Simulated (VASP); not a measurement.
## TiPbO3: phonons with LDA

Crystal: TiPbO3.

```xyz
5
Lattice="3.8651 0.0000 0.0000 0.0000 3.8651 0.0000 0.0000 0.0000 4.0220" Properties=species:S:1:pos:R:3 pbc="T T T"
Ti    1.9326    1.9326    2.1934
Pb    3.8651    0.0000    0.0521
O     1.9326    1.9326    0.3985
O     1.9326    0.0000    2.4611
O     0.0000    1.9326    2.4611
```

* Program: VASP 6.6.1
* Task: phonons
* Functional: LDA
* Potentials or basis: VASP PAW LDA potentials, release 64 (Ti_sv, Pb_d, O)
* Cutoff: 600 eV
* k mesh: 8 × 8 × 8
* Occupations: gaussian, width 0.03 eV
* Spin: no spin polarisation
* By perturbation theory: no
* Further INCAR settings: ALGO = Normal; EDIFF = 1e-08; IBRION = 6; POTIM = 0.015; NSW = 1

```yaml
Relaxed_volume: 12.02 Å³/atom
Relaxed_cell: a = 3.864 Å, b = 3.864 Å, c = 4.026 Å, α = 90.00°, β = 90.00°, γ = 90.00°
Space_group_after_relaxing_to_0.05_Å: P4mm (No. 99)
Highest_phonon_frequency_at_Γ_LO-TO_splitting_left_out: 615 cm⁻¹
```

Final structure:
```
Ti Pb O
1.0
     3.86410    0.00000    0.00000
     0.00000    3.86410    0.00000
     0.00000    0.00000    4.02625
Ti Pb O
1 1 3
Cartesian
  1.9320 1.9320 2.1941
  0.0000 0.0000 0.0502
  1.9320 1.9320 0.4003
  1.9320 0.0000 2.4648
  0.0000 1.9320 2.4648
```

Phonon frequencies in cm⁻¹ (negative: imaginary):
```
              q point                                            frequencies
(0.000, 0.000, 0.000)  -1 -1 0 71 71 137 190 190 269 269 277 329 514 514 615
```

It took 14 min on 2 MPI ranks on Intel(R) Xeon(R) 6975P-C (Granite Rapids), with other jobs on the host, peak memory 0.6 GiB a rank.

The run has no spin-orbit coupling, so splittings on Pb are missing.
